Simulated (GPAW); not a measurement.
Crystal: Re.

```
CELL_PARAMETERS angstrom
2.76080 0.00000 0.00000
-1.38040 2.39092 0.00000
0.00000 0.00000 4.45820
ATOMIC_POSITIONS crystal
Re 0.66667 0.33333 0.75000
Re 0.33333 0.66667 0.25000
```

```yaml
Program: GPAW 26.7.0
Task: relaxation of cell and atoms
Functional: PBEsol
Dispersion: D3(BJ)
Potentials_or_basis: PAW data sets generated in the run's folder for this functional
Cutoff: 600 eV
Basis: pw
k_mesh: 8 × 8 × 4
Occupations: fermi-dirac, width 0.05 eV
Spin: no spin polarisation
```

At the start: pressure -11.9 GPa; volume 14.71 Å³/atom.

Q: How do energy, volume and symmetry change on relaxing?

A: Over 4 steps the energy falls by 17.7 meV/atom and the volume is 14.26 Å³/atom (-3.1 %); space group P6_3/mmc (No. 194, to 0.05 Å).

Step by step:
```tsv
step	energy change (eV)	largest force (eV/Å)	pressure (GPa)	volume (Å³)
1	0.0000	0.0000	-11.92	29.43
2	-0.0328	0.0001	-3.17	28.75
3	-0.0353	0.0001	0.16	28.51
4	-0.0354	0.0000	0.05	28.52
```

Final structure:
```
Re
1.0
     2.72860    0.00000    0.00000
    -1.36430    2.36304    0.00000
     0.00000    0.00000    4.42256
Re
2
Cartesian
  1.3643 0.7877 3.3169
  0.0000 1.5754 1.1056
```

Caveat: later steps reuse the first step's grids; pairwise dispersion overbinds metals, which lowers pressure and volume.
